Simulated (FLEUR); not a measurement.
MnS under changes of volume

One of the cells (17.667 Å³/atom); the others are scaled copies at fixed shape and fractional positions:

```
Mn S
1.0
     0.00000    2.60450    2.60450
     2.60450    0.00000    2.60450
     2.60450    2.60450    0.00000
Mn S
1 1
Cartesian
  0.0000 0.0000 0.0000
  2.6045 2.6045 2.6045
```

```yaml
Program: FLEUR MaX-R8.1 (later development tree)
Functional: LDA
Potentials_or_basis: all-electron
Basis: FLAPW
Kmax: 4.73 1/bohr
k_mesh: 9 × 9 × 9
Occupations: fermi-dirac, width 0.05 eV
Spin: collinear spin, ferromagnetic start
Starting_moments: "[4.0, 0.0] μB"
```

| volume (Å³/atom) | energy over the lowest point (meV/atom) | moment (μB per cell) |
| --- | --- | --- |
| 16.607 | 0.00 | 4.35 |
| 16.961 | 22.36 | 4.43 |
| 17.667 | 70.88 | 4.58 |
| 18.374 | 123.71 | 4.68 |
| 18.727 | ? | ? |

Problem. What does the run at 18.727 Å³/atom give?

Solution. Energy over the lowest point 151.99 meV/atom; moment 4.72 μB per cell.

Worked out: A Birch-Murnaghan fit of order 2 (a polynomial in V^(-2/3)) to the other rows has no minimum within the range. It gives 151.33 meV/atom at 18.727 Å³/atom, against the run's 151.99. A parabola through the other rows of the moment, of slope 0.0908 μB per Å³/atom there, extrapolates to 4.72 μB, against the run's 4.72.

Energies are extrapolated to zero smearing.

Caveats: a cell with one magnetic atom can't hold antiferromagnetic order, which such compounds often take.
